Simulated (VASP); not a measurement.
A run of VASP 6.6.1 is set up as follows.

The input INCAR:

```
SYSTEM = Ga
PREC = Accurate ; ENCUT = 600
EDIFF = 1E-6 ; ISMEAR = -1
SIGMA = 0.05 ; LREAL = .False.
LASPH = .True. ; NELM = 100
ALGO = Fast ; ISIF = 3
LWAVE = .False. ; LCHARG = .False.
GGA = PS ; IBRION = 2
NSW = 40 ; EDIFFG = -0.02
PSTRESS = 200
```

KPOINTS

```
regular mesh
0
Gamma
  13 13 13
  0 0 0
```

POSCAR

```
Ga
1.0
   -1.3843987196      1.3843987196      2.3112238365
    1.3843987196     -1.3843987196      2.3112238365
    1.3843987196      1.3843987196     -2.3112238365
Ga
1
Direct
    0.0000000000      0.0000000000      0.0000000000
```

Potentials or basis: VASP PAW PBE potentials, release 64 (Ga_d).

Command:

```sh
$ cat potpaw_PBE.64/Ga_d/POTCAR > POTCAR
$ mpirun -np 1 vasp_std > vasp.out
```

What does it give for the band gap on the k mesh?

None (metal or under the smearing width).

Predict the space group after relaxing (to 0.05 Å).

I4/mmm (No. 139).

What does it give for the relaxed volume?

14.41 Å³/atom.

Final structure:
```xyz
1
Lattice="-1.3089 1.3089 2.1026 1.3089 -1.3089 2.1026 1.3089 1.3089 -2.1026" Properties=species:S:1:pos:R:3 pbc="T T T"
Ga    0.0000    0.0000    0.0000
```

Caveat: the cell is relaxed towards a set pressure, so the enthalpy falls and the energy may rise; the volume moved by over 15 % at a fixed basis, so the end points are rough; the PAW data sets were made with another functional, which shifts forces and pressure a little.
